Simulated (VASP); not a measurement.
## KCl: single point with r2SCAN

**Measured values to compare with.**

A printed reference work, monograph reports, for a bulk crystal of KCl: band gap 8.68 eV.

KCl:

```
K Cl
1.0
     0.00000    3.18918    3.18918
     3.18918    0.00000    3.18918
     3.18918    3.18918    0.00000
K Cl
1 1
Cartesian
  0.0000 0.0000 0.0000
  3.1892 3.1892 3.1892
```

| Item | Value |
| --- | --- |
| Program | VASP 6.6.1 |
| Task | single point |
| Functional | r2SCAN |
| Potentials or basis | VASP PAW PBE potentials, release 64 (K_sv, Cl) |
| Cutoff | 520 eV |
| k mesh | 6 × 6 × 6 |
| Occupations | gaussian, width 0.02 eV |
| Spin | no spin polarisation |
| Dipole correction | no |
| Further INCAR settings | ALGO = Normal; EDIFF = 1e-07; NBANDS = 15 |

* Pressure: -0.7 GPa
* Band gap on the k mesh: 5.69 eV

Levels at points of the mesh, in eV from the valence-band top:
```tsv
k point	band 5	band 6	band 7	band 8	band 9	band 10	band 11	band 12
(0.00, 0.00, 0.00)	-11.06	0.00	0.00	0.00	5.69	9.01	9.01	9.01
(0.50, 0.00, 0.00)	-10.86	-0.98	-0.29	-0.29	8.01	9.08	11.19	11.19
(0.50, 0.50, 0.00)	-11.11	-0.64	-0.22	-0.22	7.06	9.03	10.45	11.03
```

It took 2.7 min on 1 thread of AMD EPYC 7R43 64-Core Processor (Zen 3), on a shared host, peak memory 0.18 GiB.

A measured gap of KCl is 8.68 eV (a printed reference work, monograph); the calculated 5.69 eV misses it by -2.99 eV. The value is that of r2SCAN, without temperature or zero-point motion.

Caveat: the PAW data sets were made with another functional, which shifts forces and pressure a little.
